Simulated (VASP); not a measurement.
Output of a VASP run:

OSZICAR:
```
       N       E                     dE             d eps       ncg     rms          rms(c)
DAV:   1    -0.134497862107E+03   -0.13450E+03   -0.16957E-05   442   0.328E-02    0.208E-03
DAV:   2    -0.134497864993E+03   -0.28860E-05   -0.22492E-06   340   0.111E-02    0.156E-03
DAV:   3    -0.134497864350E+03    0.64380E-06   -0.64441E-07   288   0.688E-03    0.114E-03
DAV:   4    -0.134497864157E+03    0.19233E-06   -0.72505E-07   290   0.757E-03
   1 F= -.13449786E+03 E0= -.13449786E+03  d E =-.179732E-10
```

File OUTCAR:
```
------------------------ aborting loop because EDIFF is reached ----------------------------------------
  FORCE on cell =-STRESS in cart. coord.  units (eV):
  Direction    XX          YY          ZZ          XY          YZ          ZX
  --------------------------------------------------------------------------------------
  Total       -3.5052373     -3.5052372     -2.2372966     -0.0000000      0.0000000      0.0000000
  in kB      -12.9368989    -12.9368985     -8.2572667     -0.0000000      0.0000000      0.0000000
  external PRESSURE =     -11.3770214 kB  Pullay stress =       0.0000000 kB
  volume of cell :      434.11
      direct lattice vectors                 reciprocal lattice vectors
     4.403375041  0.000000000  0.000000000     0.227098530  0.131115400  0.000000000
    -2.201687520  3.813434584  0.000000000     0.000000000  0.262230800  0.000000000
     0.000000000  0.000000000 25.852101365     0.000000000  0.000000000  0.038681575
 POSITION                                       TOTAL-FORCE (eV/Angst)
 -----------------------------------------------------------------------------------
      2.20169      1.27114      8.48832         0.000000      0.000000      0.019486
     -0.00000      2.54229     11.98466        -0.000000      0.000000      0.025554
      0.00000      0.00000     10.23439        -0.000000     -0.000000      0.018546
      0.00000      0.00000     15.61771        -0.000000      0.000000     -0.018546
      2.20169      1.27114     13.86745         0.000000     -0.000000     -0.025554
     -0.00000      2.54229     17.36378        -0.000000     -0.000000     -0.019486
     -0.00000      2.54229      9.31157        -0.000000     -0.000000      0.022946
      0.00000      0.00000     12.92605        -0.000000      0.000000      0.000000
      2.20169      1.27114     16.54053         0.000000      0.000000     -0.022946
 -----------------------------------------------------------------------------------
    total drift:                                0.000000      0.000000      0.000000
  FREE ENERGIE OF THE ION-ELECTRON SYSTEM (eV)
  ---------------------------------------------------
  free  energy   TOTEN  =      -134.4978641573 eV

  energy  without entropy=     -134.4978641573  energy(sigma->0) =     -134.49786416

 total charge

# of ion       s       p       d       tot
------------------------------------------
    1        1.750   4.380   0.000   6.131
    2        1.751   4.389   0.000   6.141
    3        1.751   4.391   0.000   6.142
    4        1.751   4.391   0.000   6.142
    5        1.751   4.389   0.000   6.141
    6        1.750   4.380   0.000   6.131
    7        2.006   5.653   0.197   7.856
    8        2.007   5.660   0.197   7.864
    9        2.006   5.653   0.197   7.856
--------------------------------------------------
tot         16.525  43.286   0.591  60.402
```
(Selected blocks of OUTCAR.)

POSCAR:
```
BaF2(111) slab
1
    4.4033750409     0.0000000000     0.0000000000
   -2.2016875204     3.8134345837     0.0000000000
    0.0000000000     0.0000000000    25.8521013651
F Ba
6 3
Direct
  0.6666670000   0.3333330000   0.3283415326
  0.3333330000   0.6666670000   0.4635853422
  0.0000000000   0.0000000000   0.3958823631
  0.0000000000   0.0000000000   0.6041176369
  0.6666670000   0.3333330000   0.5364146578
  0.3333330000   0.6666670000   0.6716584674
  0.3333330000   0.6666670000   0.3601863584
  0.0000000000   0.0000000000   0.5000000000
  0.6666670000   0.3333330000   0.6398136416
```

Q: Write an INCAR and KPOINTS that could have produced this output.

A: One answer among several that fit: the input of the run itself, r2SCAN meta-GGA, plane waves, VASP's PBE PAW potentials (set 64).

INCAR:
```
! general
SYSTEM =BaF2(111) slab
PREC   =Normal
ENCUT  =450   ! plane-wave cut-off (eV)
LREAL  =F   ! projection in real space or not
LASPH  =T

! electronic loop
EDIFF  =1E-6   ! SCF stop (eV)
NELM   =100   ! most electronic steps
NELMIN =4
ALGO   =Normal   ! blocked Davidson
LMAXMIX=4   ! l cut-off of mixed one-centre charges
LMIXTAU=T

! smearing
ISMEAR =0   ! Gaussian
SIGMA  =0.05   ! width (eV)

! functional
METAGGA=R2SCAN

! output
LWAVE  =F
LCHARG =F
LORBIT =11   ! lm-projected
LVHAR  =T

! other
LDIPOL =T
IDIPOL =3
DIPOL  =0.5 0.5 0.5
```

**KPOINTS**
```
Automatic
0
gamma
 5 5 1
0 0 0
```

POTCAR, in this order: F Ba_sv (PBE.64 set). Program: vasp_std. Read from the step before: WAVECAR.

At this cut-off the stress carries a Pulay error, which pulls relaxed volumes low.

The cell is a thin slab with vacuum, built from BaF2 (fluorite): (111) face.
